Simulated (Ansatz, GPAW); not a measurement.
This is a calculation of Fe for Ansatz 0.2.0. 

Contents of input.yaml:

```yaml
crystal:
  lattice:
    - [-1.443, 1.443, 1.443]
    - [1.443, -1.443, 1.443]
    - [1.443, 1.443, -1.443]
  atoms:
    - { symbol: Fe, position: [0.0, 0.0, 0.0], spin: 3.0 }
hamiltonian:
  xc: pbe
  pseudopotentials: { kind: paw }
magnetization:
  spin_polarized: true
kpoints:
  mp_grid: { grid: [13, 13, 13] }
scf:
  occupations: { method: gaussian, width: 0.023 }
output:
  forces: true
  stress: true
  eigenvalues: true
```

Potentials or basis: Ansatz PAW.

Command:

```console
$ ansatz run input.yaml --threads 2 --pin off --max-ram 5632MiB --backend cpu --events-out ev --progress --plain --runs-dir out
```

**Question.** Translate it to GPAW 26.7.0 (ASE script). Potentials or basis there: GPAW PAW data sets (gpaw-data 1.2.1), cutoff 600 eV.

**Answer.** As run (cutoffs and basis follow the program's own potentials, and thresholds, step limits or extra output files can differ):

Contents of run.py:

```python
from ase import Atoms
from ase.dft.bandgap import bandgap
from ase.io import write
from ase.units import GPa
from gpaw import GPAW, PW

atoms = Atoms(['Fe'],
              cell=[[-1.443, 1.443, 1.443],
                    [1.443, -1.443, 1.443],
                    [1.443, 1.443, -1.443]],
              scaled_positions=[[0.0, 0.0, 0.0]],
              pbc=True)
atoms.set_initial_magnetic_moments([3.0])

calc = GPAW(mode=PW(600),
            xc='PBE',
            kpts={'size': (13, 13, 13), 'gamma': True},
            occupations={'name': 'methfessel-paxton', 'order': 0, 'width': 0.023},
            nbands=12,
            convergence={'density': 1e-05, 'energy': 1e-05},
            maxiter=150,
            txt='gpaw.txt')
atoms.calc = calc
energy = atoms.get_potential_energy()
forces = atoms.get_forces()
stress = atoms.get_stress()
calc.write('gs.gpw')
write('result.traj', atoms)
print(f'Energy: {energy:.6f} eV')
print('Forces (eV/A):')
print(forces.round(4))
print('Stress (GPa):', (stress / GPa).round(3))
print('Moments:', calc.get_magnetic_moments().round(3))
print('Fermi level:', round(calc.get_fermi_level(), 4), 'eV')
print(f'Gap: {bandgap(calc)[0]:.4f} eV, direct: {bandgap(calc, direct=True)[0]:.4f} eV')
```

Potentials or basis: GPAW PAW data sets (gpaw-data 1.2.1), pw.

The run is started by

```console
$ OMP_NUM_THREADS=1 python run.py
```

Both were run:

|  | Ansatz | GPAW |
| --- | --- | --- |
| Pressure | -9.6 GPa | -7.9 GPa |
| Net moment | 2.25 μB per cell | 2.25 μB per cell |

Ansatz's pressure holds a Pulay term of +0.09 GPa for its cutoff of 420 eV, which the other run lacks.

The potentials hold 16 and 8 valence electrons a cell.

Where Ansatz's input types no cutoff or centring, it takes its own default and a Γ-centred mesh.

The magnetic state is the one that the start led to; the real crystal's order can differ.

Pressure is positive in compression.
